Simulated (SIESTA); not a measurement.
Crystal: MgO.

```
Mg O
1.0
     0.00000    2.09700    2.09700
     2.09700    0.00000    2.09700
     2.09700    2.09700    0.00000
Mg O
1 1
Direct
  0.00000 0.00000 0.00000
  0.50000 0.50000 0.50000
```

The cell is a database's computed one.

Program: SIESTA 5.4.2. Alike in all runs: no spin polarisation; cell as given; k mesh 11 × 11 × 11; smearing fermi-dirac 0.05 eV; grid cutoff 800 Ry.

Task: Order these runs on this cell by their pressure, lowest first.
A. level PBE; potentials or basis PseudoDojo 0.4 standard (PBE files), DZP (energy shift 0.002 Ry); energy shift 0.002 Ry
B. level PBEsol; potentials or basis PseudoDojo 0.4 standard (PBEsol files), DZP (energy shift 0.003 Ry; two zetas on semicore shells); energy shift 0.003 Ry
C. level LDA; potentials or basis PseudoDojo 0.4 standard (LDA files), DZP (energy shift 0.003 Ry; two zetas on semicore shells); energy shift 0.003 Ry

Result: C (-0.3 GPa), B (5.7 GPa), A (9.4 GPa).

Caveats: the basis of atomic orbitals isn't converged, which shifts pressures, moduli and gaps; semicore shells carry a single zeta, which can move pressures by several GPa and volumes by a few percent (some runs).

Not every run made on this cell is shown here.
